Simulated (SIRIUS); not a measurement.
# CuI (P4/nmm) in SIRIUS: equation of state

Aim: energy against volume of CuI in PBEsol, for its equilibrium volume and stiffness.

Program: SIRIUS 7.12.0. These are calculated values, not measurements. Logs are shortened: lines on timing, memory, paths and dates and some standing lists are left out, and cuts for length are marked. The log counts tension as positive stress, the text compression.

### 1 The crystal as given

The structure is tetragonal, space group P4/nmm (No. 129). Conventional cell: a = 4.090 Å, b = 4.090 Å, c = 6.551 Å, α = 90.00°, β = 90.00°, γ = 90.00°. I (site symmetry 4mm) has 4 Cu at 2.65 Å as nearest neighbours. Around Cu (site symmetry -4m2) lie 4 I at 2.65 Å and 4 Cu at 2.89 Å.

Measurements of this composition are mostly on another form, of space group No. 216.

### 2 Equation of state, PBEsol, 25.76 Å³/atom (volume scaled by 0.94)

sirius.json reads:

```json
{
  "control": {
    "processing_unit": "cpu",
    "std_evp_solver_name": "lapack",
    "gen_evp_solver_name": "lapack",
    "verbosity": 2,
    "print_forces": false,
    "ortho_rf": true,
    "use_second_variation": true,
    "rmt_max": 3.0,
    "num_bands_to_print": 24,
    "save_wf": true
  },
  "parameters": {
    "electronic_structure_method": "full_potential_lapwlo",
    "xc_functionals": ["XC_GGA_X_PBE_SOL", "XC_GGA_C_PBE_SOL"],
    "core_relativity": "dirac",
    "valence_relativity": "iora",
    "num_fv_states": 55,
    "smearing": "fermi_dirac",
    "smearing_width": 0.0018374661,
    "pw_cutoff": 20,
    "gk_cutoff": 3.76,
    "lmax_apw": 11,
    "lmax_rho": 8,
    "lmax_pot": 8,
    "num_mag_dims": 0,
    "auto_rmt": 0,
    "ngridk": [7, 7, 4],
    "shiftk": [0, 0, 0],
    "num_dft_iter": 80,
    "energy_tol": 1e-07,
    "density_tol": 1e-05,
    "use_symmetry": true
  },
  "settings": {"tol_ne": 1e-10},
  "iterative_solver": {"type": "exact"},
  "mixer": {"type": "anderson", "beta": 0.5, "max_history": 8},
  "unit_cell": {
    "lattice_vectors": [[7.5715644723, 0.0, 0.0], [0.0, 7.5715644723, 0.0], [0.0, 0.0, 12.1277280192]],
    "atom_types": ["Cu", "I"],
    "atom_files": {"Cu": "Cu.json", "I": "I.json"},
    "atoms": {"Cu": [[0.0, 0.0, 0.0], [0.5, 0.5, 0.0]], "I": [[0.0, 0.5, 0.74303436], [0.5, 0.0, 0.25696564]]}
  }
}
```

Cu.json reads:

```json
{
  "name": "copper",
  "symbol": "Cu",
  "number": 29,
  "mass": 63.546,
  "rmin": 1e-06,
  "rmt": 2.34,
  "nrmt": 800,
  "rinf": 15.61,
  "core": "1s2s2p",
  "valence": [
    {"basis": [{"enu": -0.03, "dme": 0, "n": 0, "auto": 0}, {"enu": -0.03, "dme": 1, "n": 0, "auto": 0}]},
    {"l": 0, "n": 1, "basis": [{"enu": 0.07, "dme": 0, "n": 0, "auto": 0}]},
    {"l": 1, "n": 2, "basis": [{"enu": 0.07, "dme": 0, "n": 0, "auto": 0}]},
    {"l": 2, "n": 3, "basis": [{"enu": 0.07, "dme": 0, "n": 0, "auto": 0}]},
    {"l": 3, "n": 4, "basis": [{"enu": 0.07, "dme": 0, "n": 0, "auto": 0}]}
  ],
  "lo": [
    {"l": 0, "basis": [{"enu": 0.07, "dme": 0, "n": 0, "auto": 0}, {"enu": 0.07, "dme": 1, "n": 0, "auto": 0}]},
    {
      "l": 0,
      "basis": [{"enu": -3.9359, "dme": 0, "n": 3, "auto": 1}, {"enu": -3.9359, "dme": 1, "n": 3, "auto": 1}]
    },
    {
      "l": 0,
      "basis": [{"enu": -3.9359, "dme": 1, "n": 3, "auto": 1}, {"enu": 0.07, "dme": 0, "n": 0, "auto": 0}]
    },
    {"l": 0, "basis": [{"enu": 0.07, "dme": 0, "n": 0, "auto": 0}, {"enu": 2.9921, "dme": 0, "n": 0, "auto": 0}]},
    {"l": 1, "basis": [{"enu": 0.07, "dme": 0, "n": 0, "auto": 0}, {"enu": 0.07, "dme": 1, "n": 0, "auto": 0}]},
    {
      "l": 1,
      "basis": [{"enu": -2.3953, "dme": 0, "n": 3, "auto": 1}, {"enu": -2.3953, "dme": 1, "n": 3, "auto": 1}]
    },
    {
      "l": 1,
      "basis": [{"enu": -2.3953, "dme": 1, "n": 3, "auto": 1}, {"enu": 0.07, "dme": 0, "n": 0, "auto": 0}]
    },
    {"l": 1, "basis": [{"enu": 0.07, "dme": 0, "n": 0, "auto": 0}, {"enu": 3.4304, "dme": 0, "n": 0, "auto": 0}]},
    {"l": 2, "basis": [{"enu": 0.07, "dme": 0, "n": 0, "auto": 0}, {"enu": 0.07, "dme": 1, "n": 0, "auto": 0}]},
    {"l": 2, "basis": [{"enu": 0.07, "dme": 1, "n": 0, "auto": 0}, {"enu": 0.07, "dme": 2, "n": 0, "auto": 0}]},
    {"l": 2, "basis": [{"enu": 0.07, "dme": 0, "n": 0, "auto": 0}, {"enu": 2.919, "dme": 0, "n": 0, "auto": 0}]},
    {"l": 3, "basis": [{"enu": 0.07, "dme": 0, "n": 0, "auto": 0}, {"enu": 0.07, "dme": 1, "n": 0, "auto": 0}]},
    {"l": 3, "basis": [{"enu": 0.07, "dme": 0, "n": 0, "auto": 0}, {"enu": 3.2477, "dme": 0, "n": 0, "auto": 0}]}
  ],
  "free_atom": [... radial grid and density of the free atom, the start of the SCF ...]
}
```

I.json reads:

```json
{
  "name": "iodine",
  "symbol": "I",
  "number": 53,
  "mass": 126.90447,
  "rmin": 1e-06,
  "rmt": 2.48,
  "nrmt": 800,
  "rinf": 13.27,
  "core": "1s2s2p3s3p3d4s",
  "valence": [
    {"basis": [{"enu": -0.03, "dme": 0, "n": 0, "auto": 0}, {"enu": -0.03, "dme": 1, "n": 0, "auto": 0}]},
    {"l": 0, "n": 1, "basis": [{"enu": -0.0704, "dme": 0, "n": 0, "auto": 0}]},
    {"l": 1, "n": 2, "basis": [{"enu": 0.07, "dme": 0, "n": 0, "auto": 0}]},
    {"l": 2, "n": 3, "basis": [{"enu": 0.07, "dme": 0, "n": 0, "auto": 0}]},
    {"l": 3, "n": 4, "basis": [{"enu": 0.07, "dme": 0, "n": 0, "auto": 0}]}
  ],
  "lo": [
    {
      "l": 0,
      "basis": [{"enu": -0.0704, "dme": 0, "n": 0, "auto": 0}, {"enu": -0.0704, "dme": 1, "n": 0, "auto": 0}]
    },
    {
      "l": 0,
      "basis": [{"enu": -0.0704, "dme": 1, "n": 0, "auto": 0}, {"enu": -0.0704, "dme": 2, "n": 0, "auto": 0}]
    },
    {
      "l": 0,
      "basis": [{"enu": -0.0704, "dme": 0, "n": 0, "auto": 0}, {"enu": 1.8806, "dme": 0, "n": 0, "auto": 0}]
    },
    {"l": 1, "basis": [{"enu": 0.07, "dme": 0, "n": 0, "auto": 0}, {"enu": 0.07, "dme": 1, "n": 0, "auto": 0}]},
    {
      "l": 1,
      "basis": [{"enu": -4.3367, "dme": 0, "n": 4, "auto": 1}, {"enu": -4.3367, "dme": 1, "n": 4, "auto": 1}]
    },
    {
      "l": 1,
      "basis": [{"enu": -4.3367, "dme": 1, "n": 4, "auto": 1}, {"enu": 0.07, "dme": 0, "n": 0, "auto": 0}]
    },
    {"l": 1, "basis": [{"enu": 0.07, "dme": 0, "n": 0, "auto": 0}, {"enu": 3.0617, "dme": 0, "n": 0, "auto": 0}]},
    {"l": 2, "basis": [{"enu": 0.07, "dme": 0, "n": 0, "auto": 0}, {"enu": 0.07, "dme": 1, "n": 0, "auto": 0}]},
    {
      "l": 2,
      "basis": [{"enu": -1.5162, "dme": 0, "n": 4, "auto": 1}, {"enu": -1.5162, "dme": 1, "n": 4, "auto": 1}]
    },
    {
      "l": 2,
      "basis": [{"enu": -1.5162, "dme": 1, "n": 4, "auto": 1}, {"enu": 0.07, "dme": 0, "n": 0, "auto": 0}]
    },
    {"l": 2, "basis": [{"enu": 0.07, "dme": 0, "n": 0, "auto": 0}, {"enu": 3.4519, "dme": 0, "n": 0, "auto": 0}]},
    {"l": 3, "basis": [{"enu": 0.07, "dme": 0, "n": 0, "auto": 0}, {"enu": 0.07, "dme": 1, "n": 0, "auto": 0}]},
    {"l": 3, "basis": [{"enu": 0.07, "dme": 0, "n": 0, "auto": 0}, {"enu": 2.8991, "dme": 0, "n": 0, "auto": 0}]}
  ],
  "free_atom": [... radial grid and density of the free atom, the start of the SCF ...]
}
```

sirius_start.json reads:

```json
{
  "control": {
    "processing_unit": "cpu",
    "std_evp_solver_name": "lapack",
    "gen_evp_solver_name": "lapack",
    "verbosity": 1,
    "print_forces": false,
    "ortho_rf": true,
    "use_second_variation": true,
    "rmt_max": 3.0,
    "num_bands_to_print": 24,
    "save_wf": false
  },
  "parameters": {
    "electronic_structure_method": "full_potential_lapwlo",
    "xc_functionals": ["XC_LDA_X", "XC_LDA_C_PW"],
    "core_relativity": "dirac",
    "valence_relativity": "iora",
    "num_fv_states": 55,
    "smearing": "fermi_dirac",
    "smearing_width": 0.0055123983,
    "pw_cutoff": 20,
    "gk_cutoff": 3.01,
    "lmax_apw": 11,
    "lmax_rho": 8,
    "lmax_pot": 8,
    "num_mag_dims": 0,
    "auto_rmt": 0,
    "ngridk": [3, 3, 2],
    "shiftk": [0, 0, 0],
    "num_dft_iter": 30,
    "energy_tol": 0.01,
    "density_tol": 0.05,
    "use_symmetry": true
  },
  "settings": {"tol_ne": 1e-10},
  "iterative_solver": {"type": "exact"},
  "mixer": {"type": "anderson", "beta": 0.5, "max_history": 8},
  "unit_cell": {
    "lattice_vectors": [[7.5715644723, 0.0, 0.0], [0.0, 7.5715644723, 0.0], [0.0, 0.0, 12.1277280192]],
    "atom_types": ["Cu", "I"],
    "atom_files": {"Cu": "Cu.json", "I": "I.json"},
    "atoms": {"Cu": [[0.0, 0.0, 0.0], [0.5, 0.5, 0.0]], "I": [[0.0, 0.5, 0.74303436], [0.5, 0.0, 0.25696564]]}
  }
}
```

Potentials or basis: all-electron FP-LAPW, apw+lo standard.

Started as:

```sh
> OMP_NUM_THREADS=2 sirius.scf --input=sirius_start.json --output=start.json
> OMP_NUM_THREADS=2 sirius.scf --input=sirius.json --output=output.json --task=1
```

Log:

```text
[info] SIRIUS version : 7.12.0
[info] number of MPI ranks           : 1
[info] MPI grid                      : 1 1
[info] maximum number of OMP threads : 2
[fft] FFT context for density and potential
[fft] =====================================
[fft]   plane wave cutoff                     : 20
[fft]   grid size                             : 54 54 80   total : 233280
[fft]   grid limits                           : -26 27   -26 27   -39 40
[fft]   number of G-vectors within the cutoff : 93977
[fft]   number of G-shells                    : 6637
[fft] FFT context for coarse grid
[fft] =====================================
[fft]   plane wave cutoff                     : 7.52
[fft]   grid size                             : 24 24 32   total : 18432
[fft]   grid limits                           : -11 12   -11 12   -15 16
[fft]   number of G-vectors within the cutoff : 4977
[fft]   number of G-shells                    : 426
[unit cell] lattice vectors
[unit cell]   a1 :       7.5715644723      0.0000000000      0.0000000000
[unit cell]   a2 :       0.0000000000      7.5715644723      0.0000000000
[unit cell]   a3 :       0.0000000000      0.0000000000     12.1277280192
[unit cell] reciprocal lattice vectors
[unit cell]   b1 :       0.8298397683      0.0000000000      0.0000000000
[unit cell]   b2 :       0.0000000000      0.8298397683      0.0000000000
[unit cell]   b3 :       0.0000000000      0.0000000000      0.5180842856
[unit cell] unit cell volume :       695.26552976 [a.u.^3]
[unit cell] 1/sqrt(omega)    :         0.03792492
[unit cell] MT volume        :       235.12430051 (33.82%)
[unit cell] IT volume        :       460.14122925 (66.18%)
[unit cell] number of atom types : 2
[unit cell] type id : 0 symbol : Cu mt_radius :   2.340000 num_atoms : 2
[unit cell] type id : 1 symbol :  I mt_radius :   2.480000 num_atoms : 2
[unit cell] total number of atoms : 4
[unit cell] number of symmetry classes : 2
[unit cell] atom id  type id  class id             position                      vector_field
[unit cell] ------------------------------------------------------------------------------------------
[unit cell]      0        0        0      0.00000   0.00000   0.00000      0.00000   0.00000   0.00000
[unit cell]      1        0        0      0.50000   0.50000   0.00000      0.00000   0.00000   0.00000
[unit cell]      2        1        1      0.00000   0.50000   0.74303      0.00000   0.00000   0.00000
[... 380 lines left out ...]
[diagonalize] ik:   27   -4.350728   -4.350728   -4.349144   -4.349144   -4.349144   -4.349144   -3.937515   -3.937485   -2.378383   -2.378160   -2.377968   -2.377745   -2.377680   -2.377640   -1.517863   -1.517862   -1.517645   -1.517640   -1.517640   -1.517639   -1.516285   -1.516281   -1.516109   -1.516109
[diagonalize] ik:   28   -4.350728   -4.350728   -4.349144   -4.349144   -4.349144   -4.349144   -3.937505   -3.937495   -2.378362   -2.378283   -2.377846   -2.377766   -2.377667   -2.377653   -1.517858   -1.517856   -1.517646   -1.517644   -1.517639   -1.517639   -1.516267   -1.516266   -1.516115   -1.516115
[diagonalize] ik:   29   -4.350728   -4.350728   -4.349144   -4.349144   -4.349144   -4.349144   -3.937502   -3.937498   -2.378401   -2.378373   -2.377758   -2.377728   -2.377662   -2.377657   -1.517852   -1.517851   -1.517646   -1.517646   -1.517643   -1.517642   -1.516252   -1.516252   -1.516121   -1.516119
[generate_core_charge_density] atom class : 0
[generate_core_charge_density]   n,l,k : 1 0 1  energy :        -324.64414240
[generate_core_charge_density]   n,l,k : 2 0 1  energy :         -38.73730163
[generate_core_charge_density]   n,l,k : 2 1 1  energy :         -33.91370287
[generate_core_charge_density]   n,l,k : 2 1 2  energy :         -33.16147086
[generate_core_charge_density] atom class : 1
[generate_core_charge_density]   n,l,k : 1 0 1  energy :       -1210.41651562
[generate_core_charge_density]   n,l,k : 2 0 1  energy :        -186.69897547
[generate_core_charge_density]   n,l,k : 2 1 1  energy :        -175.17403708
[generate_core_charge_density]   n,l,k : 2 1 2  energy :        -164.20271806
[generate_core_charge_density]   n,l,k : 3 0 1  energy :         -37.41822785
[generate_core_charge_density]   n,l,k : 3 1 1  energy :         -32.65223155
[... 31 lines left out ...]
[find] valence_eval_sum               :    -126.02225964
[find] core_eval_sum                  :  -10445.41421454
[find] kinetic energy                 :   18442.84250393
[find] enuc                           :  -21307.09414830
[find] <rho|V^{XC}>                   :    -643.74777491
[find] <rho|E^{XC}>                   :    -489.93503856
[find] <mag|B^{XC}>                   :       0.00000000
[find] <rho|V^{H}>                    :  -28370.53120320
[find] smearing (-TS)                 :      -0.00000000
[find] SCF correction                 :      -0.00000430
[find] Total energy                   :  -17539.45228882 (Ha),  -35078.90457764 (Ry)
[find] Free energy (E-TS)             :  -17539.45228882 (Ha),  -35078.90457764 (Ry)
[find] band gap (eV)                  :       1.59738822
[find] Efermi                         :       0.19499766
[find] iteration : 8, RMS (target) : 5.7097e-06 (1.0000e-05) , energy difference (target) : 5.3657e-08 (1.0000e-07)
[find] converged after 9 SCF iterations!
Warning in function "check_num_electrons" at src/density/density.cpp:1179
wrong number of electrons
  obtained value : 164
  target value : 164
  difference : 4.18064e-05
  total core leakage : 3.69379e-05
    atom class : 0, core leakage : -8.37088e-15
    atom class : 1, core leakage : 1.84689e-05
[find] Charges and magnetic moments
[find] --------------------------------------------------------------------------------
[find] atom      charge    core leakage
[find] --------------------------------------------------------------------------------
[find]    0   28.115943   -8.370884e-15
[find]    1   28.115943   -8.370884e-15
[find]    2   50.616266    1.846893e-05
[find]    3   50.616266    1.846893e-05
[find] total core leakage    : 3.69378664e-05
[find] interstitial charge   : 6.535541
[find] total charge          : 163.999958
[find] Energy
[find] --------------------------------------------------------------------------------
[find] valence_eval_sum               :    -126.02225964
[find] core_eval_sum                  :  -10445.41421454
[find] kinetic energy                 :   18442.84250393
[find] enuc                           :  -21307.09414830
[find] <rho|V^{XC}>                   :    -643.74777491
[find] <rho|E^{XC}>                   :    -489.93503856
[find] <mag|B^{XC}>                   :       0.00000000
[find] <rho|V^{H}>                    :  -28370.53120320
[find] smearing (-TS)                 :      -0.00000000
[find] SCF correction                 :      -0.00000430
[find] Total energy                   :  -17539.45228882 (Ha),  -35078.90457764 (Ry)
[find] Free energy (E-TS)             :  -17539.45228882 (Ha),  -35078.90457764 (Ry)
[find] band gap (eV)                  :       1.59738822
[find] Efermi                         :       0.19499766
```

It took 4.5 min on 2 threads of Arm Neoverse V1, shared host; peak memory 0.95 GiB.

Results:

| Item | Value |
| --- | --- |
| Free energy | -477272.8108 eV |
| Band gap on the k mesh | 1.60 eV, direct |
| All electrons inside the program's atomic spheres | I 50.62; Cu 28.12 (radii Cu 2.34, I 2.48 bohr) |

Caveat: spin-orbit coupling is left out, which moves the levels of the heavy elements; this functional lacks dispersion, which binds the layers, so the pressure and a relaxed spacing across them are unreliable.

(Part 1 of 3 ends here.)
